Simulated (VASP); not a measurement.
# SnTe (F-43m) in VASP: a series of runs, part 2 of 2

VASP 6.6.1. Earlier steps stand in the parts before.

### Step 4. Single point, PBEsol, spin-orbit coupling, no magnetisation

Input file INCAR:

```
SYSTEM = SnTe
  PREC = Accurate
  ENCUT = 350
  EDIFF = 1E-7
  ISMEAR = 0
  SIGMA = 0.02
  LREAL = .FALSE.
  LASPH = .TRUE.
  NELM = 100
  ALGO = Normal
  ISIF = 2
  LWAVE = .FALSE.
  LCHARG = .FALSE.
  MAGMOM = 0 0 0 0 0 0
  LORBIT = 11
  LSORBIT = .TRUE.
  GGA_COMPAT = .FALSE.
  GGA = PS
  NBANDS = 36
```

Input file KPOINTS:

```
Automatic mesh
0
G
  3 3 3
  0 0 0
```

Input file POSCAR:

```
SnTe
1.0
    0.0000000000      3.6111460000      3.6111460000
    3.6111460000      0.0000000000      3.6111460000
    3.6111460000      3.6111460000      0.0000000000
Te Sn
1 1
Direct
    0.2500000000      0.2500000000      0.2500000000
    0.0000000000      0.0000000000      0.0000000000
```

Potentials or basis: VASP PAW PBE potentials, release 64 (Te, Sn_d).

Run with:

```
cat potpaw_PBE.64/Te/POTCAR potpaw_PBE.64/Sn_d/POTCAR > POTCAR
mpirun -np 1 vasp_ncl > vasp.out
```

OUTCAR:

```text
SYSTEM = SnTe
   PREC = Accurate
   ENCUT = 350
   EDIFF = 1E-7
   ISMEAR = 0
   LREAL = .FALSE.
   LASPH = .TRUE.
   NELM = 100
   ISIF = 2
   LORBIT = 11
   LSORBIT = .TRUE.
   GGA = PS

 Found      5 irreducible k-points:

 Following reciprocal coordinates:
            Coordinates               Weight
  0.000000  0.000000  0.000000      1.000000
  0.333333  0.000000  0.000000      4.000000
 -0.333333  0.000000  0.000000      4.000000
  0.333333  0.333333  0.000000      6.000000
 -0.333333  0.333333  0.000000     12.000000
   k-points           NKPTS =      5   k-points in BZ     NKDIM =      5   number of bands    NBANDS=     36
   number of dos      NEDOS =    301   number of ions     NIONS =      2
   total plane-waves  NPLWV =  32768
   dimension x,y,z NGX =    32 NGY =   32 NGZ =   32
   dimension x,y,z NGXF=    64 NGYF=   64 NGZF=   64
   ions per type =               1   1
   NGX,Y,Z   is equivalent  to a cutoff of  10.42, 10.42, 10.42 a.u.
   NGXF,Y,Z  is equivalent  to a cutoff of  20.83, 20.83, 20.83 a.u.
 SYSTEM =  SnTe
   PREC   = accura    normal or accurate (medium, high low for compatibility)
   ISTART =      0    job   : 0-new  1-cont  2-samecut
   ICHARG =      2    charge: 1-file 2-atom 10-const
   ISPIN  =      1    spin polarized calculation?
   LNONCOLLINEAR =      T non collinear calculations
   LSORBIT =      T    spin-orbit coupling
   LASPH  =      T    aspherical Exc in radial PAW
   ENCUT  =  350.0 eV  25.72 Ry    5.07 a.u.   7.79  7.79  7.79*2*pi/ulx,y,z
   NELM   =    100;   NELMIN=  2; NELMDL= -5     # of ELM steps
   EDIFF  = 0.1E-06   stopping-criterion for ELM
   LREAL  =      F    real-space projection
   EDIFFG = 0.1E-05   stopping-criterion for IOM
   NSW    =      0    number of steps for IOM
   IBRION =     -1    ionic relax: 0-MD 1-quasi-New 2-CG
   NFREE  =      0    steps in history (QN), initial steepest desc. (CG)
   ISIF   =      2    stress and relaxation
   ISYM   =      2    0-nonsym 1-usesym 2-fastsym
   POTIM  = 0.5000    time-step for ionic-motion
   TEBEG  =    0.0;   TEEND  =   0.0 temperature during run
   PSTRESS=    0.0 pullay stress
   NELECT =      20.0000    total number of electrons
   NUPDOWN=      -1.0000    fix difference up-down
   EMIN   =  10.00;   EMAX   =-10.00  energy-range for DOS
   EFERMI =   0.00;   METHOD = LEGACY
   ISMEAR =     0;   SIGMA  =   0.02  broadening in eV -4-tet -1-fermi 0-gaus
   EFERMI_NEDOS =   21; number of points for ismear=-14 and -15
   IALGO  =     38    algorithm
   IMIX   =      4    mixing-type and parameters
     AMIX     =   0.40;   BMIX     =  1.00
     AMIX_MAG =   1.60;   BMIX_MAG =  1.00
  volume/ion in A,a.u.               =      47.09       317.78
  Fermi-wavevector in a.u.,A,eV,Ry     =   0.976704  1.845704 12.979296  0.953951
  Thomas-Fermi vector in A             =   2.107344
   LORBIT       =     11    0 simple, 1 ext, 2 COOP (PROOUT), +10 PAW based schemes
   GGA     = PS    functional components
   LHFCALC =     F    Hartree Fock is set to
   AEXX    =    0.0000 exact exchange contribution
   IVDW    =     0    specifies the selected vdW correction
   LEPSILON=     F    determine dielectric tensor
   LRPA    =     F    only Hartree local field effects (RPA)
 Gauss-broadening in eV      SIGMA  =   0.02
  energy-cutoff  :      350.00
  volume of cell :       94.18
 maximum number of plane-waves:      2840
   NGX = 15   NGY = 15   NGZ = 15

 number of electron      19.9999991 magnetization       0.0000000     -0.0000000      0.0000000

 number of electron      19.9999991 magnetization       0.0000000      0.0000000      0.0000000

 number of electron      19.9999991 magnetization      -0.0000000     -0.0000000      0.0000000

 number of electron      19.9999991 magnetization      -0.0000000     -0.0000000     -0.0000000

 Free energy of the ion-electron system (eV)
  ---------------------------------------------------
  ext. energy  EPLUGINS =         0.00000000
  ---------------------------------------------------
  free energy    TOTEN  =        -7.88228548 eV

  energy without entropy =       -7.88228548  energy(sigma->0) =       -7.88228548

 E-fermi :   2.6882     XC(G=0):  -7.6569

 val. band max:        2.5160856803   @ k =  -0.3333   0.3333   0.0000
 cond. band min:       3.1900633014   @ k =   0.3333   0.3333   0.0000
 fundamental gap:      0.6739776211
 Fermi energy:         2.6881843869

 k-point     1 :       0.0000    0.0000    0.0000
  band No.  band energies     occupation
      1     -19.2775      1.00000
      2     -19.2775      1.00000
      3     -19.2775      1.00000
      4     -19.2775      1.00000
      5     -18.2466      1.00000
      6     -18.2466      1.00000
[... 164 lines left out ...]
     31      10.2066      0.00000
     32      10.2321      0.00000
 [bands above 32 left out]

------------------------ aborting loop because EDIFF is reached ----------------------------------------

  FORCE on cell =-STRESS in cart. coord.  units (eV):
  Direction    XX          YY          ZZ          XY          YZ          ZX
  --------------------------------------------------------------------------------------
  -------------------------------------------------------------------------------------
  Total       -1.3282827     -1.3282827     -1.3282827      0.0000000      0.0000000      0.0000000
  in kB      -22.5962290    -22.5962290    -22.5962290      0.0000000      0.0000000      0.0000000
  external PRESSURE =     -22.5962290 kB  Pullay stress =       0.0000000 kB

 VOLUME and BASIS-vectors are now :
 -----------------------------------------------------------------------------
  energy-cutoff  :      350.00
  volume of cell :       94.18
      direct lattice vectors                 reciprocal lattice vectors
     0.000000000  3.611146000  3.611146000    -0.138460201  0.138460201  0.138460201
     3.611146000  0.000000000  3.611146000     0.138460201 -0.138460201  0.138460201
     3.611146000  3.611146000  0.000000000     0.138460201  0.138460201 -0.138460201

 POSITION                                       TOTAL-FORCE (eV/Angst)
 -----------------------------------------------------------------------------------
      1.80557      1.80557      1.80557         0.000000      0.000000      0.000000
      0.00000      0.00000      0.00000        -0.000000     -0.000000     -0.000000
 -----------------------------------------------------------------------------------
    total drift:                                0.000000      0.000000      0.000000

  FREE ENERGIE OF THE ION-ELECTRON SYSTEM (eV)
  ---------------------------------------------------
  free  energy   TOTEN  =        -7.8822854837 eV

  energy  without entropy=       -7.8822854837  energy(sigma->0) =       -7.88228548

 Spin-Orbit-Coupling matrix elements

 Ion:    1  E_soc:     -0.2247643
 l=   1
     0.0000000    -0.0374564    -0.0374564
    -0.0374564     0.0000000    -0.0374564
    -0.0374564    -0.0374564     0.0000000
 l=   2
     0.0000000     0.0000101     0.0000000     0.0000101    -0.0000144
     0.0000101     0.0000000    -0.0000108     0.0000101    -0.0000036
     0.0000000    -0.0000108     0.0000000    -0.0000108     0.0000000
     0.0000101     0.0000101    -0.0000108     0.0000000    -0.0000036
    -0.0000144    -0.0000036     0.0000000    -0.0000036     0.0000000
 l=   3
     0.0000000     0.0000000     0.0000000     0.0000000     0.0000000     0.0000000     0.0000000
     0.0000000     0.0000000     0.0000000     0.0000000     0.0000000     0.0000000     0.0000000
     0.0000000     0.0000000     0.0000000     0.0000000     0.0000000     0.0000000     0.0000000
     0.0000000     0.0000000     0.0000000     0.0000000     0.0000000     0.0000000     0.0000000
     0.0000000     0.0000000     0.0000000     0.0000000     0.0000000     0.0000000     0.0000000
     0.0000000     0.0000000     0.0000000     0.0000000     0.0000000     0.0000000     0.0000000
     0.0000000     0.0000000     0.0000000     0.0000000     0.0000000     0.0000000     0.0000000

 Ion:    2  E_soc:     -0.1048958
 l=   1
     0.0000000    -0.0113289    -0.0113289
    -0.0113289     0.0000000    -0.0113289
    -0.0113289    -0.0113289     0.0000000
 l=   2
     0.0000000    -0.0012494     0.0000000    -0.0012494    -0.0049044
    -0.0012494     0.0000000    -0.0036783    -0.0012494    -0.0012261
     0.0000000    -0.0036783     0.0000000    -0.0036783     0.0000000
    -0.0012494    -0.0012494    -0.0036783     0.0000000    -0.0012261
    -0.0049044    -0.0012261     0.0000000    -0.0012261     0.0000000
 l=   3
     0.0000000     0.0000000     0.0000000     0.0000000     0.0000000     0.0000000     0.0000000
     0.0000000     0.0000000     0.0000000     0.0000000     0.0000000     0.0000000     0.0000000
     0.0000000     0.0000000     0.0000000     0.0000000     0.0000000     0.0000000     0.0000000
     0.0000000     0.0000000     0.0000000     0.0000000     0.0000000     0.0000000     0.0000000
     0.0000000     0.0000000     0.0000000     0.0000000     0.0000000     0.0000000     0.0000000
     0.0000000     0.0000000     0.0000000     0.0000000     0.0000000     0.0000000     0.0000000
     0.0000000     0.0000000     0.0000000     0.0000000     0.0000000     0.0000000     0.0000000

 total charge

# of ion       s       p       d       tot
------------------------------------------
    1        1.394   1.927   0.017   3.339
    2        1.384   0.703   9.959  12.046
--------------------------------------------------
tot          2.778   2.631   9.976  15.384

 magnetization (x)

# of ion       s       p       d       tot
------------------------------------------
    1        0.000   0.000   0.000   0.000
    2        0.000   0.000   0.000   0.000
--------------------------------------------------
tot          0.000   0.000   0.000   0.000

 magnetization (y)

# of ion       s       p       d       tot
------------------------------------------
    1       -0.000  -0.000   0.000  -0.000
    2       -0.000   0.000  -0.000  -0.000
--------------------------------------------------
tot         -0.000  -0.000   0.000  -0.000

 magnetization (z)

# of ion       s       p       d       tot
------------------------------------------
    1        0.000   0.000   0.000   0.000
    2        0.000   0.000   0.000   0.000
--------------------------------------------------
tot          0.000   0.000   0.000   0.000
```

Run time: 20 s. Hardware: 1 thread of AMD EPYC 9R45 (Zen 5), shared host; peak memory 0.26 GiB.

The run converged, but some of its settings lie outside the range that counts as converged, so its numbers aren't taken as properties of the crystal.

Results:

* Free energy: -7.8823 eV
* Pressure: -2.3 GPa
* Valence electrons inside the program's atomic spheres: Te 3.34; Sn 12.05

Caveat: the k mesh is coarse (spacing up to 0.50 Å⁻¹), so the values aren't converged; the PAW data sets were made with another functional, which shifts forces and pressure a little.

### Step 5. The reference run

An earlier run on the cell as given: functional PBEsol; potentials or basis VASP PAW PBE potentials, release 64 (Te, Sn_d); cutoff 520 eV; k mesh 7 × 7 × 7; occupations fermi-dirac, width 0.05 eV; no spin polarisation.

* Pressure: -1.4 GPa
* Band gap on the k mesh: 0.28 eV, indirect (least direct gap 0.79 eV)
